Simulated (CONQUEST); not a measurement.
# Au under changes of volume

One of the cells (16.855 Å³/atom); the others are scaled copies at fixed shape and fractional positions:

```xyz
2
Lattice="2.8779 0.0000 0.0000 0.0000 2.8779 0.0000 0.0000 0.0000 4.0700" Properties=species:S:1:pos:R:3 pbc="T T T"
Au    0.0000    0.0000    0.0000
Au    1.4390    1.4390    2.0350
```

```yaml
Program: CONQUEST 1.3
Functional: PBE
Potentials_or_basis: PseudoDojo NC PBE, DZP, grid of 32 × 32 × 40 points
k_mesh: 9 × 9 × 7
Occupations: fermi-dirac, width 0.05 eV
Spin: no spin polarisation
```

```tsv
volume (Å³/atom)	energy over the lowest point (meV/atom)	pressure (GPa)
15.843	?	?
16.181	100.71	20.6
16.518	61.97	16.3
16.855	32.37	11.5
17.192	12.92	7.6
17.529	0.00	4.8
```

What does the run at 15.843 Å³/atom give?

Energy over the lowest point 150.70 meV/atom; pressure 26.6 GPa.

Worked out: A Birch-Murnaghan fit of order 3 (a polynomial in V^(-2/3)) to the other rows has no minimum within the range. It gives 151.70 meV/atom at 15.843 Å³/atom, against the run's 150.70, and -dE/dV = 27.2 GPa, against 26.6.

Energies are extrapolated to zero smearing.

Caveats: the basis of atomic orbitals isn't converged, which shifts pressures, moduli and gaps; the real-space grid breaks the cell's symmetry a little.
